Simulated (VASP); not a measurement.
Runs of VASP 6.6.1 on MgTe. The structure is cubic, space group F-43m (No. 216). Conventional cell: a = 6.441 Å, b = 6.441 Å, c = 6.441 Å, α = 90.00°, β = 90.00°, γ = 90.00°. Mg (site symmetry -43m) is surrounded by 4 Te at 2.79 Å. Te (site symmetry -43m) has 4 Mg at 2.79 Å as nearest neighbours. The cell was built by a generator and needn't be a form met in nature.

```csv
task,level,potentials or basis,spin,cell,k mesh,cutoff (eV),gap on the mesh (eV),pressure (GPa)
band structure,PBEsol,"VASP PAW PBE potentials, release 64 (Mg, Te)",off,"F-43m, 33.4 Å³/atom",8 × 8 × 8,520,2.35,0.0
relaxation of cell and atoms,PBEsol,"VASP PAW PBE potentials, release 64 (Mg, Te)",off,relaxed,8 × 8 × 8,600,2.35,0.0
band structure,TB-mBJ,"VASP PAW PBE potentials, release 64 (Mg, Te)",off,"F-43m, 33.4 Å³/atom",8 × 8 × 8,520,3.52,-
band structure,PBEsol,"VASP PAW PBE potentials, release 64 (Mg, Te)","SOC, no magnetisation","F-43m, 33.4 Å³/atom",6 × 6 × 6,520,-,0.0
band structure,LDA,"VASP PAW LDA potentials, release 64 (Mg, Te)",off,"F-43m, 33.4 Å³/atom",8 × 8 × 8,520,(a),-1.3
```

Alike in all rows: smearing gaussian 0.03 eV.

Q: Estimate the missing entries.

A: (a) 2.25.

Caveats: the PAW data sets were made with another functional, which shifts forces and pressure a little (some runs); spin-orbit coupling is left out, which moves the levels of the heavy elements (some runs).

A k mesh can miss the band edges, and rows without SOC leave out spin-orbit coupling on Te.
